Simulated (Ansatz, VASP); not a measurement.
# Cross-check of InB2 between VASP and Ansatz, part 2 of 3

Aim: how closely do two programs agree when they are given the same cell, functional and k mesh? The cell is generated by rule, not measured, and may not be a known phase. The cell is taken from a series of runs on this material, whose earlier steps may have relaxed, scaled, displaced or heated it; both programs get it as it stands.

VASP 6.6.1 and Ansatz 0.2.0.

So far: Set-up; Ansatz: zone-centre phonons, PBEsol.

### Step 3. VASP: zone-centre phonons, PBEsol

Level of this step: PBEsol; plane waves and PAW (In_d, B); invented cell (VASP).

The same cell, functional, mesh and smearing now go to VASP, with its own data sets.

Lines of VASP's logs that name or quote its potential files are left out, and so is its time.

The input, INCAR:

```
SYSTEM = InB2
PREC = Accurate
ENCUT = 500
EDIFF = 1E-08
NELM = 120
ISMEAR = 1
SIGMA = 0.2
LREAL = .FALSE.
ALGO = Normal
GGA = PS
NBANDS = 25
LORBIT = 11
LWAVE = .FALSE.
LCHARG = .FALSE.
ISIF = 2
IBRION = 8
LASPH = .TRUE.
GGA_COMPAT = .FALSE.
KPAR = 2
```

The input, POSCAR:

```
InB2
1.0
    0.0000000000      3.3923986975      3.3923986975
    3.3923986975      0.0000000000      3.3923986975
    3.3923986975      3.3923986975      0.0000000000
In B
2 4
Direct
    0.2500000000      0.2500000000      0.2500000000
    0.5000000000      0.5000000000      0.5000000000
    0.4713718234      0.8428760589      0.8428760589
    0.8428760589      0.8428760589      0.8428760589
    0.8428760589      0.8428760589      0.4713718234
    0.8428760589      0.4713718234      0.8428760589
```

The input, KPOINTS:

```
Automatic mesh
0
Gamma
10 10 10
0 0 0
```

PAW data sets: In_d and B (PBE family, release 64).

On the command line:

```sh
$ mpirun -np 2 vasp_std
```

Output:

```text
[banner, memory and clock lines left out]
running    2 mpi-ranks, on    1 nodes
 distrk:  each k-point on    1 cores,    2 groups
 distr:  one band on    1 cores,    1 groups

 POSCAR found type information on POSCAR InB
 POSCAR found :  2 types and       6 ions
|                                                                             |
|               ----> ADVICE to this user running VASP <----                  |
|                                                                             |
|     You enforced a specific xc type in the INCAR file but a different       |
|     [... a line on the potential file left out ...]
|     I HOPE YOU KNOW WHAT YOU ARE DOING!                                     |
|                                                                             |

 LDA part: xc-table for (Slater+PW92), standard interpolation
 POSCAR, INCAR and KPOINTS ok, starting setup
 FFT: planning ... GRIDC
 FFT: planning ... GRID_SOFT
 FFT: planning ... GRID
 WAVECAR not read
 entering main loop
       N       E                     dE             d eps       ncg     rms          rms(c)
DAV:   1     0.299281515332E+03    0.29928E+03   -0.18013E+04  2366   0.188E+03
DAV:   2     0.423486935053E+00   -0.29886E+03   -0.29254E+03  2417   0.417E+02
DAV:   3    -0.270448273923E+02   -0.27468E+02   -0.26783E+02  2980   0.139E+02
DAV:   4    -0.279740754175E+02   -0.92925E+00   -0.92575E+00  2906   0.249E+01
DAV:   5    -0.280064573025E+02   -0.32382E-01   -0.32374E-01  3576   0.437E+00    0.837E+00
DAV:   6    -0.252554506061E+02    0.27510E+01   -0.82873E+00  3698   0.323E+01    0.515E+00
DAV:   7    -0.252751377643E+02   -0.19687E-01   -0.13251E+00  3006   0.795E+00    0.149E+00
DAV:   8    -0.252656279845E+02    0.95098E-02   -0.76639E-02  3408   0.272E+00    0.649E-01
DAV:   9    -0.252622658285E+02    0.33622E-02   -0.97970E-03  3635   0.135E+00    0.112E-01
DAV:  10    -0.252619082656E+02    0.35756E-03   -0.12799E-03  3592   0.454E-01    0.930E-02
DAV:  11    -0.252619069911E+02    0.12744E-05   -0.32051E-04  3317   0.143E-01    0.290E-02
DAV:  12    -0.252619055879E+02    0.14033E-05   -0.81452E-05  3424   0.882E-02    0.805E-03
DAV:  13    -0.252619036475E+02    0.19404E-05   -0.72199E-06  3345   0.290E-02    0.782E-03
DAV:  14    -0.252619035739E+02    0.73593E-07   -0.10085E-06  3155   0.645E-03    0.247E-03
DAV:  15    -0.252619035466E+02    0.27283E-07   -0.99651E-08  3130   0.335E-03    0.101E-03
DAV:  16    -0.252619035468E+02   -0.20736E-09   -0.54122E-09  1293   0.124E-03
   1 F= -.25261904E+02 E0= -.25263008E+02  d E =0.331310E-02
 Linear response reoptimize wavefunctions to high precision
DAV:   1    -0.252619035445E+02    0.23574E-08   -0.22270E-09  1406   0.644E-04
DAV:   2    -0.252619035446E+02   -0.95497E-10   -0.81247E-10  1277   0.292E-04
 Linear response DOF=           3
 Linear response progress:
  Degree of freedom:   1/  3
       N       E                     dE             d eps       ncg     rms          rms(c)
RMM:   1    -0.235100900226E+00   -0.23510E+00   -0.77650E-02 11725   0.447E+00
RMM:   2    -0.238051220778E+00   -0.29503E-02   -0.21742E-02 13893   0.106E+00    0.972E-02
RMM:   3    -0.238065576023E+00   -0.14355E-04   -0.26294E-03 15338   0.357E-01    0.386E-02
RMM:   4    -0.237925947944E+00    0.13963E-03   -0.27866E-04 15821   0.128E-01    0.299E-02
RMM:   5    -0.237896489309E+00    0.29459E-04   -0.46100E-05 15856   0.504E-02    0.155E-02
RMM:   6    -0.237875446258E+00    0.21043E-04   -0.92074E-06 15614   0.223E-02    0.136E-03
RMM:   7    -0.237873310604E+00    0.21357E-05   -0.15219E-06 16496   0.823E-03    0.124E-03
RMM:   8    -0.237872618896E+00    0.69171E-06   -0.44816E-07 16160   0.333E-03    0.505E-04
RMM:   9    -0.237874002415E+00   -0.13835E-05   -0.30217E-08 16503   0.151E-03    0.622E-04
RMM:  10    -0.237874530322E+00   -0.52791E-06    0.43398E-07 17011   0.739E-04    0.327E-04
RMM:  11    -0.237874544167E+00   -0.13844E-07    0.77522E-08 16697   0.443E-04    0.725E-05
RMM:  12    -0.237874508889E+00    0.35278E-07    0.21998E-08 17351   0.269E-04    0.187E-05
RMM:  13    -0.237874357345E+00    0.15154E-06    0.31041E-08 17470   0.189E-04    0.852E-06
RMM:  14    -0.237874307141E+00    0.50205E-07    0.15536E-09 18554   0.147E-04    0.164E-05
RMM:  15    -0.237874344594E+00   -0.37453E-07    0.17838E-09 17595   0.124E-04    0.136E-05
RMM:  16    -0.237874340192E+00    0.44019E-08    0.33341E-09 18189   0.111E-04    0.121E-05
 first order change of Fermi-energy  -0.47810E-04
 force on displaced ion       1 direction 1 :  -2.614  -0.000   0.000
 Linear response progress:
  Degree of freedom:   2/  3
       N       E                     dE             d eps       ncg     rms          rms(c)
RMM:   1    -0.235020836080E+00   -0.23502E+00   -0.30040E-02 11722   0.478E+00
RMM:   2    -0.237935419513E+00   -0.29146E-02   -0.21905E-02 13744   0.111E+00    0.105E-01
RMM:   3    -0.237954018713E+00   -0.18599E-04   -0.26645E-03 15251   0.378E-01    0.442E-02
RMM:   4    -0.237800041168E+00    0.15398E-03   -0.27569E-04 15923   0.129E-01    0.292E-02
RMM:   5    -0.237755159644E+00    0.44882E-04   -0.50085E-05 15967   0.515E-02    0.130E-02
RMM:   6    -0.237740709287E+00    0.14450E-04   -0.10808E-05 15888   0.206E-02    0.213E-03
RMM:   7    -0.237747745240E+00   -0.70360E-05   -0.31169E-06 16512   0.767E-03    0.914E-04
RMM:   8    -0.237748654133E+00   -0.90889E-06   -0.94179E-07 16643   0.306E-03    0.570E-04
RMM:   9    -0.237748303189E+00    0.35094E-06   -0.77283E-07 16547   0.140E-03    0.365E-04
RMM:  10    -0.237748570699E+00   -0.26751E-06   -0.34337E-07 16918   0.722E-04    0.166E-04
RMM:  11    -0.237748407781E+00    0.16292E-06   -0.19579E-07 16629   0.431E-04    0.252E-04
RMM:  12    -0.237748340607E+00    0.67174E-07   -0.88829E-08 17880   0.286E-04    0.422E-04
RMM:  13    -0.237748452237E+00   -0.11163E-06   -0.73885E-08 16929   0.210E-04    0.238E-04
RMM:  14    -0.237748505225E+00   -0.52988E-07   -0.59589E-08 17714   0.171E-04    0.125E-04
RMM:  15    -0.237748511191E+00   -0.59666E-08   -0.54521E-08 18385   0.148E-04    0.874E-05
 first order change of Fermi-energy  -0.51356E-04
 force on displaced ion       2 direction 1 :  -4.289  -0.000  -0.000
 Linear response progress:
  Degree of freedom:   3/  3
       N       E                     dE             d eps       ncg     rms          rms(c)
RMM:   1    -0.425407778567E-01   -0.42541E-01    0.26276E-02 30099   0.108E+00
RMM:   2    -0.405733473032E-01    0.19674E-02   -0.43361E-03 22714   0.415E-01    0.135E-01
RMM:   3    -0.404095002298E-01    0.16385E-03   -0.13662E-03 23782   0.193E-01    0.601E-02
RMM:   4    -0.406149550820E-01   -0.20545E-03   -0.37210E-04 22874   0.936E-02    0.234E-02
RMM:   5    -0.406909985347E-01   -0.76043E-04   -0.54235E-05 26285   0.437E-02    0.969E-03
RMM:   6    -0.407028475523E-01   -0.11849E-04   -0.60861E-06 23669   0.149E-02    0.384E-03
RMM:   7    -0.407028261565E-01    0.21396E-07   -0.10681E-06 27086   0.619E-03    0.237E-03
RMM:   8    -0.407006367447E-01    0.21894E-05   -0.42495E-07 26239   0.223E-03    0.108E-03
RMM:   9    -0.407011358604E-01   -0.49912E-06   -0.18872E-07 29069   0.943E-04    0.530E-04
RMM:  10    -0.407016317296E-01   -0.49587E-06   -0.24179E-07 25076   0.487E-04    0.175E-04
RMM:  11    -0.407016149553E-01    0.16774E-07   -0.24593E-07 28796   0.238E-04    0.369E-05
RMM:  12    -0.407016953626E-01   -0.80407E-07   -0.25775E-07 28032   0.123E-04    0.258E-05
RMM:  13    -0.407016443370E-01    0.51026E-07   -0.25563E-07 29346   0.813E-05    0.174E-05
RMM:  14    -0.407016549159E-01   -0.10579E-07   -0.25511E-07 28625   0.635E-05    0.202E-05
RMM:  15    -0.407016507469E-01    0.41690E-08   -0.25035E-07 27247   0.579E-05    0.262E-05
RMM:  16    -0.407016537291E-01   -0.29822E-08   -0.24843E-07 26709   0.555E-05    0.247E-05
RMM:  17    -0.407016526674E-01    0.10617E-08   -0.24510E-07 26396   0.531E-05    0.641E-06
RMM:  18    -0.407016525428E-01    0.12465E-09   -0.24508E-07 21293   0.521E-05    0.226E-06
RMM:  19    -0.407016522492E-01    0.29357E-09   -0.24460E-07 20732   0.518E-05    0.551E-07
RMM:  20    -0.407016524335E-01   -0.18433E-09   -0.24343E-07 20264   0.516E-05    0.352E-07
RMM:  21    -0.407016522700E-01    0.16352E-09   -0.24455E-07 19649   0.516E-05    0.839E-08
 first order change of Fermi-energy   0.19953E+00
 force on displaced ion       3 direction 1 :  -3.151   2.425   2.425
 Linear response finished
```

[end of part 2 of 3]

[Lines on the potential files, build, host, timing and source positions are cut from VASP's logs without a mark.]

[Logs are printed without paths, hosts, clocks, repeated set-up lines and the standing remarks that a program may print on its own settings, such as how far it seeks lower states.]

[Hosts, paths, dates, database ids (printed as entryN), source tags and the programs' standing remarks are cut or masked in the printed files.]
